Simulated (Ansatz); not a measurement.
# How far is PAW off for C?

```
C
1.0
     1.22803    0.70900    3.34701
    -1.22803    0.70900    3.34701
     0.00000   -1.41800    3.34701
C
2
Direct
  0.16400 0.16400 0.16400
  0.83600 0.83600 0.83600
```

Atoms are numbered in the order listed.

The cell is COD entry 1200018, as deposited and not checked against the literature; nothing was relaxed. It is an old determination, and later ones may differ.

Levels of theory: DFT, PBE, PAW with Ansatz's default frozen-core files, scalar-relativistic (Ansatz 0.2.0); DFT, PBE, all-electron LAPW, scalar-relativistic (Ansatz 0.2.0).

For PAW: a Γ-centred 8×8×8 k mesh, Fermi–Dirac smearing of 0.03 eV, cutoff 420 eV, no spin polarisation; the mesh is coarse along some axis. LAPW targets a basis error of 0.5 meV/atom. The Ansatz runs share mesh, smearing and spin set-up. Plane-wave (PAW) pressures include the program's estimate of the Pulay term.

Stress and pressure are positive in compression.

PAW results:

| quantity | PAW |
| --- | --- |
| pressure (GPa) | 4.33 |
| stress xx (GPa) | 4.99 |
| stress zz (GPa) | 3.01 |
| force on C1, z (eV/Å) | 0.874 |
| band gap (eV) | 1.422 |

Q: What does full-potential LAPW give for the same quantities?

A: 
```json
{"quantity": "pressure (GPa)", "LAPW": "4.25"}
{"quantity": "stress xx (GPa)", "LAPW": "4.88"}
{"quantity": "stress zz (GPa)", "LAPW": "3.01"}
{"quantity": "force on C1, z (eV/Å)", "LAPW": "0.876"}
{"quantity": "band gap (eV)", "LAPW": "1.420"}
```
